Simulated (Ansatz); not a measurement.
**Yb: stress in a strained cell**

Yb is deformed so: equal xy, yz and zx engineering shear strains of +4 %. What stress and forces result, by LAPW, PAW and all-electron datasets made for the crystal?

Program: Ansatz 0.2.0. Level of theory: DFT PBEsol, scalar-relativistic. These are calculated values, not measurements.

### 1 The system as given

The structure is cubic, space group Im-3m (No. 229). Conventional cell: a = 4.303 Å, b = 4.303 Å, c = 4.303 Å, α = 90.00°, β = 90.00°, γ = 90.00°. Yb (site symmetry m-3m) has 8 Yb at 3.73 Å as nearest neighbours.

Structure file:

```cif
data_structure
_symmetry_space_group_name_H-M 'Im-3m'
_symmetry_Int_Tables_number 229
_cell_length_a 4.3030
_cell_length_b 4.3030
_cell_length_c 4.3030
_cell_angle_alpha 90.000
_cell_angle_beta 90.000
_cell_angle_gamma 90.000
_cell_volume 79.67
loop_
_atom_site_label
_atom_site_type_symbol
_atom_site_symmetry_multiplicity
_atom_site_Wyckoff_symbol
_atom_site_fract_x
_atom_site_fract_y
_atom_site_fract_z
_atom_site_occupancy
Yb1 Yb 2 a 0.00000 0.00000 0.00000 1
```

The file gives the conventional cell by its symmetry; the runs use the cell typed in the input.

### 2 The deformed structure

Space group Im-3m before, R-3m after.

### 3 Full-potential LAPW

The input, input.yaml:

```yaml
crystal:
  lattice:
    - [-2.06542368, 2.151483, 2.151483]
    - [2.151483, -2.06542368, 2.151483]
    - [2.151483, 2.151483, -2.06542368]
  atoms:
    - { symbol: Yb, position: [0.0, 0.0, 0.0] }
kpoints:
  mp_grid: { grid: [12, 12, 12] }
scf:
  occupations: { method: fermi_dirac, width: 0.05 }
hamiltonian:
  xc: pbesol
  pseudopotentials: { kind: all_electron, lapw: { basis_error: 0.001 } }
output:
  forces: true
  stress: true
  eigenvalues: true
```

### 4 Frozen-core PAW

input.yaml: that of step 3 with these lines changed.

```diff
@@ -13,3 +13,3 @@
   xc: pbesol
-  pseudopotentials: { kind: all_electron, lapw: { basis_error: 0.001 } }
+  pseudopotentials: { kind: paw }
 output:
@@ -18 +18,2 @@
   eigenvalues: true
+  efg: { contact_densities: true }
```

### 5 All-electron PAW on datasets made for the crystal

input.yaml: that of step 4 with these lines changed.

```diff
@@ -13,3 +13,3 @@
   xc: pbesol
-  pseudopotentials: { kind: paw }
+  pseudopotentials: { kind: all_electron, datasets: crystal }
 output:
```

(Steps that only read results are left out.)

Before running it: what results should come out? Wanted: pressure; largest shear or deviatoric stress.

The runs gave:

```
                                 quantity                                              value
                                 pressure  LAPW -3.34, PAW -3.36, crystal datasets -3.34 GPa
largest shear or deviatoric stress (LAPW)                                           0.74 GPa
```

In words: The largest part of the stress beyond the pressure is 0.74 GPa in size. No run of the undeformed cell stands beside it, so the pressure holds what the given cell had before the change. PAW: stress within 0.02 GPa of LAPW. Crystal datasets: stress within 0.01 GPa of LAPW. No U acts on the open f shell, so these are results of the method and may differ from the real material's. Spin-orbit coupling is left out, though the cell holds Yb; in elements this heavy it can shift bands and gaps by tenths of an eV.
